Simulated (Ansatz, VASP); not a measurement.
## One calculation of SnO2 (Cassiterite), two programs

```
Sn O
1.0
     4.82630    0.00000    0.00000
     0.00000    4.82630    0.00000
     0.00000    0.00000    3.23855
Sn O
2 4
Direct
  0.00000 0.00000 0.00000
  0.50000 0.50000 0.50000
  0.30657 0.30657 0.00000
  0.19343 0.80657 0.50000
  0.69343 0.69343 0.00000
  0.80657 0.19343 0.50000
```

Alike in both runs: task relaxation of cell and atoms; functional PBE; k mesh 6 × 6 × 8; occupations gaussian, width 0.02 eV; no spin polarisation.

|  | VASP | Ansatz |
| --- | --- | --- |
| version | VASP 6.6.1 | Ansatz 0.2.0 |
| potentials or method | VASP PAW PBE potentials, release 64 (Sn_d, O) | scalar-relativistic, plane waves, PAW |
| plane-wave cutoff (eV) | 600 | 420 |
| valence electrons in the cell | 52 | 52 |

VASP gave:

```
gap on the k mesh at the Fermi level, each at its own relaxed structure (eV) : 0.64
relaxed volume (Å³/atom)                                                     : 12.60
relaxed cell length with the largest relative difference (Å)                 : 3.242
```

Problem. Estimate Ansatz's values.

Solution. gap on the k mesh at the Fermi level, each at its own relaxed structure (eV): 0.68; relaxed volume (Å³/atom): 12.58; relaxed cell length with the largest relative difference (Å): 3.238.

Caveats: spin-orbit coupling is left out, which moves the levels of the heavy elements. PBE gaps usually lie below the measured ones, often by a third to a half.
